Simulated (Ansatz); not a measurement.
**MgO (P6_3/mmc), zone-centre modes**

Theory: Ansatz, DFT PBEsol, scalar-relativistic, plane waves, PAW. The runs took a 420 eV cutoff, a Γ-centred 6×6×4 mesh and Gaussian smearing (0.05 eV). No spin polarisation.

Reference structure (relaxed at this level; this form isn't the usual structure):

```
Mg O
1.0
     3.49395    0.00000    0.00000
    -1.74698    3.02585    0.00000
     0.00000    0.00000    8.38808
Mg O
4 4
Direct
  0.66667 0.33333 0.37500
  0.66667 0.33333 0.87500
  0.33333 0.66667 0.12500
  0.33333 0.66667 0.62500
  0.66667 0.33333 0.12500
  0.66667 0.33333 0.62500
  0.33333 0.66667 0.37500
  0.33333 0.66667 0.87500
```

Harmonic modes by finite displacements of 0.02 Å, without the LO–TO term. The cell doubles the primitive one, so its zone centre also holds the primitive cell's point q = (0, 0, 1/2).

Q: At this geometry, is the structure stable against these modes?

A: Yes: no mode is imaginary beyond 10 cm⁻¹, and only the three translations lie near zero.

Q: List the wavenumbers in cm⁻¹.

A: 0, 0, 0, 212, 212, 212, 212, 289, 289, 326, 326, 373, 405, 491, 491, 493, 493, 493, 493, 499, 499, 532, 583, 583.

Cost: 1 run of about 0.71 core-minutes, on Arm Neoverse V2 (shared hosts).